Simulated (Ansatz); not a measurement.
# Au under pressure: fit and missing row

Au, Im-3m, a = 3.275 Å. This isn't the element's structure at ambient conditions. Ansatz: r2SCAN, PAW, 500 eV, Γ-centred 18×18×18 mesh on 1 atom, Gaussian smearing 0.10 eV; no spin polarisation. Cell and atoms are relaxed at each pressure, and no other structure is tried, so the rows at high pressure may lie past a change of phase.

| V (Å³/atom) | P (GPa) |
| --- | --- |
| ? | 89.99 |
| 14.551 | 50.00 |
| 15.648 | 24.95 |
| 16.469 | 11.99 |
| 17.144 | 4.00 |
| 17.454 | 0.99 |
| 17.569 | -0.03 |
| 17.685 | -1.01 |

Take V0 = 17.569 Å³/atom, count pressures from its P0 = -0.03 GPa, fit the third-order Birch–Murnaghan form to the other rows, and predict the missing volume.

With the Eulerian strain f = ½[(V0/V)^(2/3) − 1] and y = (P − P0)/[3f(1 + 2f)^(5/2)], the form is the line y = B0 + 1.5 B0 (B0′ − 4) f. Rows (f, y): 0.06694, 182.0; 0.04013, 171.1; 0.02202, 163.4; 0.00823, 156.7; 0.00219, 153.6; -0.00219, 150.8. Means f = 0.02289, y = 162.93; Σ(Δf)² = 0.003511, ΣΔfΔy = 1.569; the slope is their ratio. y = 152.7 + 447.0 f GPa, so B0 = 152.7 GPa and B0′ = 4 + 2 × (447.0)/(3 × 152.7) = 5.95. P = 89.99 GPa is met at f = 0.09776 (y = 196.40), so V = V0 (1 + 2f)^(−3/2) = 13.440 Å³/atom. The run gave 13.409 Å³/atom, so the fit is 0.031 Å³/atom too high, 0.72 % of the span of the series, against an rms of 0.004 Å³/atom on the fitted rows. The row lies outside the fitted range. A fourth-order term fitted to the same rows gives P = 89.19 GPa at this row's volume (the line 91.39, the run 89.99), which recovers part of the miss.

The mesh isn't the same in all rows (18×18×18, 20×20×20). Spin–orbit coupling is left out, which can shift energies with elements as heavy as these.